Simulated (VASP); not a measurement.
# MoP: relaxation of cell and atoms with r2SCAN

Crystal: MoP.

```
Mo P
1.0
     3.22300    0.00000    0.00000
    -1.61150    2.79120    0.00000
     0.00000    0.00000    3.19100
Mo P
1 1
Direct
  0.00000 0.00000 0.00000
  0.33333 0.66667 0.50000
```

```yaml
Program: VASP 6.6.1
Task: relaxation of cell and atoms
Functional: r2SCAN
Potentials_or_basis: VASP PAW PBE potentials, release 64 (Mo_sv, P)
Cutoff: 600 eV
k_mesh: 15 × 15 × 11
Occupations: methfessel-paxton, width 0.1 eV
Spin: no spin polarisation
Further_INCAR_settings: ALGO = Normal; EDIFF = 1e-06; IBRION = 2; EDIFFG = -0.01; NSW = 90; ISIF = 3
```

```json
{
  "Relaxed volume": "14.43 Å³/atom",
  "Relaxed cell": "a = 3.237 Å, b = 3.237 Å, c = 3.181 Å, α = 90.00°, β = 90.00°, γ = 120.00°",
  "Space group after relaxing (to 0.05 Å)": "P-6m2 (No. 187)",
  "Energy gained by relaxing": "0.7 meV/atom",
  "Ionic steps": "5",
  "Pressure after relaxing": "0.0 GPa",
  "Band gap on the k mesh": "none (metal or under the smearing width)"
}
```

The path:
```
step  energy change (eV)  largest force (eV/Å)  pressure (GPa)  volume (Å³)
   1              0.0000                0.0000            1.03        28.71
   2             -0.0001                0.0000           -1.74        29.09
   3             -0.0010                0.0000           -0.40        28.90
   4             -0.0012                0.0000            0.30        28.84
   5             -0.0013                0.0000            0.02        28.86
```

Final structure:
```xyz
2
Lattice="3.2367 0.0000 0.0000 -1.6184 2.8031 0.0000 0.0000 0.0000 3.1814" Properties=species:S:1:pos:R:3 pbc="T T T"
Mo    0.0000    0.0000    0.0000
P     0.0000    1.8687    1.5907
```

Levels at points of the mesh, in eV from the Fermi level:
```
           k point  band 8  band 9  band 10  band 11  band 12  band 13
(0.00, 0.00, 0.00)   -3.54   -0.75     0.25     0.25     4.30     4.30
```

It took 11 min on 1 thread of Intel(R) Xeon(R) Platinum 8488C (Sapphire Rapids), on a shared host, peak memory 0.23 GiB.

Caveat: the PAW data sets were made with another functional, which shifts forces and pressure a little. Zero-point motion and thermal expansion aren't in these numbers.
